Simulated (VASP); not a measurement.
# Gd (Im-3m) in VASP: a series of runs

The runs below take Gd through single point, with PBE.

Program: VASP 6.6.1. These are calculated values, not measurements. Logs are shortened: lines on timing, memory, paths and dates and some standing lists are left out, and cuts for length are marked.

### Step 1. The crystal as given

Symmetry: Im-3m, No. 229, cubic system. The conventional cell has a = 4.050 Å, b = 4.050 Å, c = 4.050 Å, α = 90.00°, β = 90.00°, γ = 90.00°. Gd (site symmetry m-3m) is surrounded by 8 Gd at 3.51 Å.

This isn't the form of Gd at room conditions, which is hcp.

### Step 2. Single point, PBE, collinear spin, ferromagnetic start

Input file INCAR:

```
ADDGRID = False
ALGO = Normal
EDIFF = 1E-6
ENCUT = 300
GGA = PE
ISIF = 2
ISMEAR = 0
ISPIN = 2
LASPH = True
LCHARG = False
LMAXMIX = 6
LORBIT = 11
LREAL = False
LWAVE = False
MAGMOM = 7
NELM = 100
PREC = Accurate
SIGMA = 0.2
```

Input file KPOINTS:

```
k-points
0
Gamma
  10 10 10
```

Input file POSCAR:

```
Gd
1.0
   -2.0250000000      2.0250000000      2.0250000000
    2.0250000000     -2.0250000000      2.0250000000
    2.0250000000      2.0250000000     -2.0250000000
Gd
1
Direct
    0.0000000000      0.0000000000      0.0000000000
```

Potentials or basis: VASP PAW PBE potentials, release 64 (Gd).

Run with:

```
> cat potpaw_PBE.64/Gd/POTCAR > POTCAR
> mpirun -np 1 vasp_std > vasp.out
```

OUTCAR:

```text
EDIFF = 1E-6
   ENCUT = 300
   GGA = PE
   ISIF = 2
   ISMEAR = 0
   ISPIN = 2
   LASPH = True
   LORBIT = 11
   LREAL = False
   NELM = 100
   PREC = Accurate

 Found     47 irreducible k-points:

 Following reciprocal coordinates:
            Coordinates               Weight
  0.000000  0.000000  0.000000      1.000000
  0.100000  0.000000  0.000000     12.000000
  0.200000  0.000000  0.000000     12.000000
  0.300000  0.000000  0.000000     12.000000
  0.400000  0.000000  0.000000     12.000000
  0.500000  0.000000  0.000000      6.000000
   k-points           NKPTS =     47   k-points in BZ     NKDIM =     47   number of bands    NBANDS=     17
   number of dos      NEDOS =    301   number of ions     NIONS =      1
   total plane-waves  NPLWV =   8000
   dimension x,y,z NGX =    20 NGY =   20 NGZ =   20
   dimension x,y,z NGXF=    40 NGYF=   40 NGZF=   40
   ions per type =               1
   NGX,Y,Z   is equivalent  to a cutoff of   9.48,  9.48,  9.48 a.u.
   NGXF,Y,Z  is equivalent  to a cutoff of  18.96, 18.96, 18.96 a.u.
 SYSTEM =  unknown system
   PREC   = accura    normal or accurate (medium, high low for compatibility)
   ISTART =      0    job   : 0-new  1-cont  2-samecut
   ICHARG =      2    charge: 1-file 2-atom 10-const
   ISPIN  =      2    spin polarized calculation?
   LNONCOLLINEAR =      F non collinear calculations
   LSORBIT =      F    spin-orbit coupling
   LASPH  =      T    aspherical Exc in radial PAW
   ENCUT  =  300.0 eV  22.05 Ry    4.70 a.u.   4.95  4.95  4.95*2*pi/ulx,y,z
   NELM   =    100;   NELMIN=  2; NELMDL= -5     # of ELM steps
   EDIFF  = 0.1E-05   stopping-criterion for ELM
   LREAL  =      F    real-space projection
   EDIFFG = 0.1E-04   stopping-criterion for IOM
   NSW    =      0    number of steps for IOM
   IBRION =     -1    ionic relax: 0-MD 1-quasi-New 2-CG
   NFREE  =      0    steps in history (QN), initial steepest desc. (CG)
   ISIF   =      2    stress and relaxation
   ISYM   =      2    0-nonsym 1-usesym 2-fastsym
   POTIM  = 0.5000    time-step for ionic-motion
   TEBEG  =    0.0;   TEEND  =   0.0 temperature during run
   PSTRESS=    0.0 pullay stress
   NELECT =      18.0000    total number of electrons
   NUPDOWN=      -1.0000    fix difference up-down
   EMIN   =  10.00;   EMAX   =-10.00  energy-range for DOS
   EFERMI =   0.00;   METHOD = LEGACY
   ISMEAR =     0;   SIGMA  =   0.20  broadening in eV -4-tet -1-fermi 0-gaus
   EFERMI_NEDOS =   21; number of points for ismear=-14 and -15
   IALGO  =     38    algorithm
   IMIX   =      4    mixing-type and parameters
     AMIX     =   0.40;   BMIX     =  1.00
     AMIX_MAG =   1.60;   BMIX_MAG =  1.00
  volume/ion in A,a.u.               =      33.22       224.15
  Fermi-wavevector in a.u.,A,eV,Ry     =   1.334711  2.522238 24.238153  1.781454
  Thomas-Fermi vector in A             =   2.463472
   LORBIT       =     11    0 simple, 1 ext, 2 COOP (PROOUT), +10 PAW based schemes
   GGA     = PE    functional components
   LHFCALC =     F    Hartree Fock is set to
   AEXX    =    0.0000 exact exchange contribution
   IVDW    =     0    specifies the selected vdW correction
   LEPSILON=     F    determine dielectric tensor
   LRPA    =     F    only Hartree local field effects (RPA)
 spin polarized calculation
 Gauss-broadening in eV      SIGMA  =   0.20
  energy-cutoff  :      300.00
  volume of cell :       33.22
 maximum number of plane-waves:       402
   NGX =  9   NGY =  9   NGZ =  9

 number of electron      17.9999953 magnetization       7.5739935

 Free energy of the ion-electron system (eV)
  ---------------------------------------------------
  ext. energy  EPLUGINS =         0.00000000
  ---------------------------------------------------
  free energy    TOTEN  =       -11.55330876 eV

  energy without entropy =      -11.50598960  energy(sigma->0) =      -11.52964918

 E-fermi :   2.9514     XC(G=0):  -9.9503

 val. band max:        2.9508172509   @ k =   0.3000   0.3000   0.0000
 cond. band min:       2.9523393874   @ k =  -0.3000   0.5000   0.1000
 fundamental gap:      0.0015221365
 Fermi energy:         2.9514243074

 spin component 1

 k-point     1 :       0.0000    0.0000    0.0000
  band No.  band energies     occupation
      1     -42.3024      1.00000
      2     -19.3447      1.00000
      3     -19.3447      1.00000
      4     -19.3447      1.00000
      5      -2.0923      1.00000
      6      -1.9053      1.00000
[... 9 lines left out ...]
     16       6.4974      0.00000
     17       6.4974      0.00000
[... 81 lines left out ...]
 k-point     6 :       0.5000    0.0000    0.0000
  band No.  band energies     occupation
      1     -42.2361      1.00000
      2     -20.0345      1.00000
      3     -19.5688      1.00000
      4     -19.3480      1.00000
      5      -1.8956      1.00000
      6      -1.8870      1.00000
[... 9 lines left out ...]
     16       7.1665      0.00000
     17       9.1096      0.00000

 [... further k-points ...]

 spin component 2

 k-point     1 :       0.0000    0.0000    0.0000
  band No.  band energies     occupation
      1     -39.0843      1.00000
      2     -16.9199      1.00000
      3     -16.9199      1.00000
      4     -16.9199      1.00000
      5      -1.2286      1.00000
      6       3.2802      0.01004
[... 9 lines left out ...]
     16       7.5692      0.00000
     17       7.5692      0.00000
[... 81 lines left out ...]
 k-point     6 :       0.5000    0.0000    0.0000
  band No.  band energies     occupation
      1     -39.0011      1.00000
      2     -17.7555      1.00000
      3     -17.1836      1.00000
      4     -16.9281      1.00000
      5       1.4450      1.00000
      6       3.2905      0.00825
[... 9 lines left out ...]
     16       8.4150      0.00000
     17      10.6366      0.00000

 [... further k-points ...]

------------------------ aborting loop because EDIFF is reached ----------------------------------------

  FORCE on cell =-STRESS in cart. coord.  units (eV):
  Direction    XX          YY          ZZ          XY          YZ          ZX
  --------------------------------------------------------------------------------------
  -------------------------------------------------------------------------------------
  Total       -0.0543880     -0.0543880     -0.0543880      0.0000000      0.0000000      0.0000000
  in kB       -2.6234827     -2.6234827     -2.6234827      0.0000000      0.0000000      0.0000000
  external PRESSURE =      -2.6234827 kB  Pullay stress =       0.0000000 kB

 VOLUME and BASIS-vectors are now :
 -----------------------------------------------------------------------------
  energy-cutoff  :      300.00
  volume of cell :       33.22
      direct lattice vectors                 reciprocal lattice vectors
    -2.025000000  2.025000000  2.025000000     0.000000000  0.246913580  0.246913580
     2.025000000 -2.025000000  2.025000000     0.246913580  0.000000000  0.246913580
     2.025000000  2.025000000 -2.025000000     0.246913580  0.246913580  0.000000000

 POSITION                                       TOTAL-FORCE (eV/Angst)
 -----------------------------------------------------------------------------------
      0.00000      0.00000      0.00000        -0.000000     -0.000000      0.000000
 -----------------------------------------------------------------------------------
    total drift:                                0.000000     -0.000000      0.000000

  FREE ENERGIE OF THE ION-ELECTRON SYSTEM (eV)
  ---------------------------------------------------
  free  energy   TOTEN  =       -11.5533087565 eV

  energy  without entropy=      -11.5059895957  energy(sigma->0) =      -11.52964918

 total charge

# of ion       s       p       d       f       tot
--------------------------------------------------
    1        2.070   5.541   0.570   7.012  15.193

 magnetization (x)

# of ion       s       p       d       f       tot
--------------------------------------------------
    1        0.002  -0.044   0.231   6.794   6.982
```

OSZICAR:

```text
N       E                     dE             d eps       ncg     rms          rms(c)
DAV:   1     0.779445117228E+02    0.77945E+02   -0.52986E+03  3772   0.193E+03
DAV:   2     0.277217859968E+00   -0.77667E+02   -0.70810E+02  3644   0.198E+02
[... 12 lines left out ...]
DAV:  15    -0.115533661257E+02   -0.50631E-05   -0.13618E-04  4668   0.181E-01    0.211E-01
DAV:  16    -0.115533129134E+02    0.53212E-04   -0.14165E-04  5157   0.144E-01    0.209E-01
DAV:  17    -0.115533090505E+02    0.38629E-05   -0.42477E-05  5522   0.785E-02    0.414E-02
DAV:  18    -0.115533111405E+02   -0.20900E-05   -0.76862E-06  4758   0.209E-02    0.650E-02
DAV:  19    -0.115533093937E+02    0.17468E-05   -0.84847E-07  2358   0.157E-02    0.608E-02
DAV:  20    -0.115533087565E+02    0.63726E-06   -0.11626E-06  2152   0.148E-02
   1 F= -.11553309E+02 E0= -.11529649E+02  d E =-.473192E-01  mag=     7.5728
```

Wall time 27 s (1 thread of Intel Xeon Platinum 8559C (Emerald Rapids), shared host); peak memory 0.14 GiB.

The run converged, but a check on its numbers failed (symmetry, net force, bounds or a known fault of this set-up), so they aren't taken as properties of the crystal.

Caveat: the cutoff lies under the usual one of these potentials, so the numbers hold a large basis-set error; spin-orbit coupling is left out, which moves the levels of the heavy elements.

### Step 3. Single point, PBE, collinear spin, ferromagnetic start

INCAR: that of step 2 with these lines changed.

```diff
@@ -3,3 +3,3 @@
 EDIFF = 1E-6
-ENCUT = 300
+ENCUT = 400
 GGA = PE
```

KPOINTS is that of step 2.

POSCAR is that of step 2.

Potentials or basis: VASP PAW PBE potentials, release 64 (Gd).

Run with:

```
> cat potpaw_PBE.64/Gd/POTCAR > POTCAR
> mpirun -np 1 vasp_std > vasp.out
```

Run time: 43 s. Hardware: 1 thread of Intel Xeon Platinum 8559C (Emerald Rapids), shared host; peak memory 0.17 GiB.

These settings aren't checked as converged: the numbers below hold their error.

What came out:

* Free energy: -11.6133 eV
* Pressure: -0.8 GPa
* Band gap on the k mesh: none (metal or under the smearing width)
* Net moment: 7.63 μB per cell
* Site moments: Gd +7.00 μB
* Valence electrons inside the program's atomic spheres: Gd 15.20

Caveat: the cutoff is under 1.25 times the usual one of these potentials, so pressure, stress and relaxed cells hold a basis-set (Pulay) error; spin-orbit coupling is left out, which moves the levels of the heavy elements.

### Step 4. Single point, PBE, collinear spin, ferromagnetic start

INCAR: that of step 3 with these lines changed.

```diff
@@ -3,3 +3,3 @@
 EDIFF = 1E-6
-ENCUT = 400
+ENCUT = 450
 GGA = PE
```

KPOINTS is that of step 3.

POSCAR is that of step 3.

Run with:

```
> cat potpaw_PBE.64/Gd/POTCAR > POTCAR
> mpirun -np 1 vasp_std > vasp.out
```

It took 34 s on 1 thread of Intel Xeon Platinum 8559C (Emerald Rapids), shared host; peak memory 0.17 GiB.

These settings aren't checked as converged: the numbers below hold their error.

What came out:

| Quantity | Value |
| --- | --- |
| Free energy | -11.6276 eV |
| Pressure | -0.5 GPa |
| Band gap on the k mesh | none (metal or under the smearing width) |
| Net moment | 7.63 μB per cell |
| Site moments | Gd +7.00 μB |
| Valence electrons inside the program's atomic spheres | Gd 15.20 |

Caveat: spin-orbit coupling is left out, which moves the levels of the heavy elements.

### Step 5. Single point, PBE, collinear spin, ferromagnetic start

INCAR: that of step 4 with these lines changed.

```diff
@@ -17,2 +17,2 @@
 PREC = Accurate
-SIGMA = 0.2
+SIGMA = 0.4
```

KPOINTS is that of step 4.

POSCAR is that of step 4.

Run with:

```
> cat potpaw_PBE.64/Gd/POTCAR > POTCAR
> mpirun -np 1 vasp_std > vasp.out
```

It took 34 s on 1 thread of Intel Xeon Platinum 8559C (Emerald Rapids), shared host; peak memory 0.18 GiB.

The run converged, but some of its settings lie outside the range that counts as converged, so its numbers aren't taken as properties of the crystal.

What came out:

* Free energy: -11.6969 eV
* Pressure: 0.4 GPa
* Band gap on the k mesh: none (metal or under the smearing width)
* Net moment: 7.54 μB per cell
* Site moments: Gd +6.94 μB
* Valence electrons inside the program's atomic spheres: Gd 15.22

Caveat: spin-orbit coupling is left out, which moves the levels of the heavy elements.
